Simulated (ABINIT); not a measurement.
Runs of ABINIT 10.8.3 (patched build) on CdO (Monteponite). The structure is cubic, space group Fm-3m (No. 225). The conventional cell has a = 4.699 Å, b = 4.699 Å, c = 4.699 Å, α = 90.00°, β = 90.00°, γ = 90.00°. Cd (site symmetry m-3m) has 6 O at 2.35 Å as nearest neighbours. O (site symmetry m-3m) is surrounded by 6 Cd at 2.35 Å. 

```csv
task,level,potentials or basis,k mesh,cutoff (eV),fine-grid cutoff,dispersion computed by,gap on the mesh (eV),pressure (GPa),V0 of scaled cells (Å³/atom),B0 (GPa)
equation of state,PBE,JTH PAW PBE v2.0,10 × 10 × 10,626,1224.51 eV,-,-,-,13.55,124
single point,revPBE,JTH PAW PBE v2.0,10 × 10 × 10,762,1360.57 eV,-,none,(b),-,-
single point,PBE,JTH PAW PBE v2.0,10 × 10 × 10,762,1360.57 eV,-,none,5.4,-,-
single point,PBEsol,JTH PAW PBE v2.0,10 × 10 × 10,762,1360.57 eV,-,none,-1.4,-,-
single point,LDA,JTH PAW PBE v2.0,10 × 10 × 10,762,1360.57 eV,-,none,-6.6,-,-
equation of state,PBE,SPMS NC PBE v1.0,8 × 8 × 8,1088,-,-,-,-,(a),127
single point,RPBE,JTH PAW PBE v2.0,10 × 10 × 10,762,1360.57 eV,-,none,9.9,-,-
equation of state,PBE+D3(BJ),JTH PAW PBE v2.0,10 × 10 × 10,626,1224.51 eV,simple-dftd3 1.7.0,-,-,13.20,134
```

Alike in all rows: no spin polarisation; cell as given; smearing fermi-dirac 0.05 eV.

Q: Estimate the missing entries.

A: (a) 13.53; (b) 8.6.

Caveats: the PAW data sets were made with another functional, which shifts forces and pressure a little (some runs); pressures at fixed basis lie under the slope of the energies (some runs).

A k mesh can miss the band edges, and the runs leave out spin-orbit coupling on Cd.

A gap of «none» marks a metal or a gap under the smearing width.
